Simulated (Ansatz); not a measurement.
Runs of Ansatz 0.2.0 on BeS. The structure is cubic, space group F-43m (No. 216). Conventional cell: a = 4.850 Å, b = 4.850 Å, c = 4.850 Å, α = 90.00°, β = 90.00°, γ = 90.00°. Around S (site symmetry -43m) lie 4 Be at 2.10 Å. Be (site symmetry -43m) is surrounded by 4 S at 2.10 Å. 

```csv
task,level,cell,cutoff (eV),points for each segment of the path,gap on the mesh (eV),pressure (GPa),relaxed volume (Å³/atom)
relaxation of cell and atoms,BLYP,relaxed,420,-,(a),0.0,14.97
relaxation of cell and atoms,revPBE,relaxed,420,-,3.36,0.0,14.78
band structure,r2SCAN,as given,500,14,3.66,1.1,-
band structure,BLYP,as given,420,14,(b),4.6,-
```

Alike in all rows: potentials or basis Ansatz PAW; no spin polarisation; k mesh 9 × 9 × 9; smearing fermi-dirac 0.05 eV.

Problem. Estimate the missing entries.

Solution. (a) 3.55; (b) 3.47.

Caveats: the PAW data sets come from PBE, with cores solved anew for the run's functional, which leaves a small shift of forces and pressure; odd divisions of the mesh miss points on the zone boundary, where band edges often lie, so the gap on the mesh can be too wide (some runs); the plane-wave basis is chosen anew once the cell has moved, so the energies of steps on either side of that aren't comparable (some runs); the k mesh misses the band edges, so the gap on the mesh is wider than the one along the path (some runs).

Runs at the PBE level aren't shown here.
